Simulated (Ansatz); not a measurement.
# TiAl$_{3}$ under pressure: fit and missing row

TiAl$_{3}$, I4/mmm, a = 3.824 Å, c = 8.564 Å. Ansatz: r2SCAN, PAW, 500 eV, Γ-centred 16×16×16 mesh on 4 atoms, Gaussian smearing 0.10 eV; no spin polarisation. Cell and atoms are relaxed at each pressure, and no other structure is tried, so the rows at high pressure may lie past a change of phase.

```
V (Å³/atom) P (GPa)
     10.737    89.98
     12.058    49.99
     13.353    25.00
          ?    12.00
     15.147     4.00
     15.523     0.94
     15.654    -0.04
     15.781    -0.96
```

Q: Take V0 = 15.654 Å³/atom, count pressures from its P0 = -0.04 GPa, fit the third-order Birch–Murnaghan form to the other rows, and predict the missing volume.

A: With the Eulerian strain f = ½[(V0/V)^(2/3) − 1] and y = (P − P0)/[3f(1 + 2f)^(5/2)], the form is the line y = B0 + 1.5 B0 (B0′ − 4) f. Rows (f, y): 0.14288, 112.0; 0.09503, 113.6; 0.05591, 114.5; 0.01110, 114.8; 0.00281, 114.6; -0.00269, 115.6. Means f = 0.05084, y = 114.18; Σ(Δf)² = 0.01720, ΣΔfΔy = -0.3455; the slope is their ratio. y = 115.2 − 20.08 f GPa, so B0 = 115.2 GPa and B0′ = 4 + 2 × (-20.08)/(3 × 115.2) = 3.88. P = 12.00 GPa is met at f = 0.03024 (y = 114.59), so V = V0 (1 + 2f)^(−3/2) = 14.334 Å³/atom. The run gave 14.337 Å³/atom, so the fit is 0.003 Å³/atom too low, within the rms miss on the fitted rows (0.004 Å³/atom).

The mesh isn't the same in all rows (16×16×16, 18×18×18).